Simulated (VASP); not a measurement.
**Ba: single point with PBE**

Ba, a sheet with vacuum:

```
Ba
1.0
     4.20308    0.00000    0.00000
     0.00000    4.21108    0.00000
     0.00000    0.00000   23.80000
Ba
1
Direct
  0.00000 0.00000 0.29412
```

The cell was built by a generator and needn't be a form met in nature.

```yaml
Program: VASP 6.6.1
Task: single point
Functional: PBE
Potentials_or_basis: VASP PAW PBE potentials, release 64 (Ba_sv)
Cutoff: 520 eV
k_mesh: 14 × 14 × 1
Occupations: gaussian, width 0.1 eV
Spin: no spin polarisation
```

```json
{
 "Band gap on the k mesh": "none (metal or under the smearing width)"
}
```

Levels at points of the mesh, in eV from the Fermi level:
```
           k point  band 3  band 4  band 5  band 6  band 7  band 8
(0.00, 0.00, 0.00)  -14.60  -14.60   -2.05    0.08    0.30    0.36
(0.50, 0.00, 0.00)  -15.00  -14.56   -0.34   -0.04    0.84    1.17
(0.00, 0.50, 0.00)  -15.00  -14.56   -0.35   -0.03    0.83    1.16
(0.50, 0.50, 0.00)  -14.95  -14.94   -0.61    0.74    0.76    1.80
```

It took 4.8 min on 1 thread of Intel(R) Xeon(R) Platinum 8559C (Emerald Rapids) (shared host), peak memory 0.62 GiB.

The run has no spin-orbit coupling, so splittings on Ba are missing.
